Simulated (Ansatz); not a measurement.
Runs of Ansatz 0.2.0 on In. The cell holds a slab with vacuum, 4 atoms: a = 3.339 Å, b = 3.339 Å, c = 23.207 Å, α = 90.00°, β = 90.00°, γ = 120.00°. The slab is cut from a database's or a generator's crystal, which needn't be the stable form of the element.

| task | level | cell | cutoff (eV) | basis error allowed | gap on the mesh (eV) | largest force (eV/Å) | work function (eV) |
| --- | --- | --- | --- | --- | --- | --- | --- |
| single point | PBE | the (0 0 1) slab of In, cut from the database cell, not relaxed | 167 | 0.001 eV/atom | none | 0.10 | 3.70 |
| single point | LDA | as given | 154 | 0.002 eV/atom | none | 0.17 | 4.00 |
| single point | PBEsol | as given | 154 | 0.002 eV/atom | none | 0.10 | (a) |
| projected density of states | PBE | the (0 0 1) slab of In, cut from the database cell, not relaxed | 154 | 0.002 eV/atom | - | 0.10 | 3.70 |

Alike in all rows: potentials or basis all-electron LAPW, scalar-relativistic; no spin polarisation; k mesh 9 × 9 × 1; smearing fermi-dirac 0.05 eV.

Fill in the values left out.

(a) 3.79.

A k mesh can miss the band edges, and the runs leave out spin-orbit coupling on In.

A gap of «none» marks a metal or a gap under the smearing width.

Not every run made on this cell is shown here.
